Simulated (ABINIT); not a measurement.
A run of ABINIT 10.8.3 (patched build):

The input run.abi:

```
# Pseudopotentials
pp_dirpath "./"
pseudos "Ni.LDA_PW-JTH.xml"

# Structure
acell 3*1.0
rprim
     0.0000000000     3.2835369649     3.2835369649
     3.2835369649     0.0000000000     3.2835369649
     3.2835369649     3.2835369649     0.0000000000
ntypat 1
znucl 28
natom 1
typat 1
xred
     0.0000000000     0.0000000000     0.0000000000

# Plane-wave basis
ecut 30.0
pawecutdg 52.0

# k points
kptopt 1
ngkpt 5 5 5
nshiftk 1
shiftk 0.0 0.0 0.0

# Exchange and correlation
ixc 7

# Bands and occupations
nband 14
occopt 3
tsmear 0.05 eV

# Spin
nsppol 2
spinat
     0.0000000000     0.0000000000     1.0000000000

# SCF cycle
nstep 100
tolvrs 1.0e-9

# Output
iomode 3
prtwf 0
prtden 0
prteig 0
prtebands 0
prtvol 2
```

Potentials or basis: JTH PAW LDA v2.0.

Command:

```console
$ abinit run.abi > log 2>&1
```

Hardware: 1 thread of Intel(R) Xeon(R) 6975P-C (Granite Rapids) (shared host).

How long does it take, and how much memory?

Wall time 7.2 s on 1 thread of Intel(R) Xeon(R) 6975P-C (Granite Rapids), with other jobs on the host, peak memory 0.11 GiB. Counts: scf iterations 34, mpi ranks 1, k points 10, bands 14, plane waves 564.
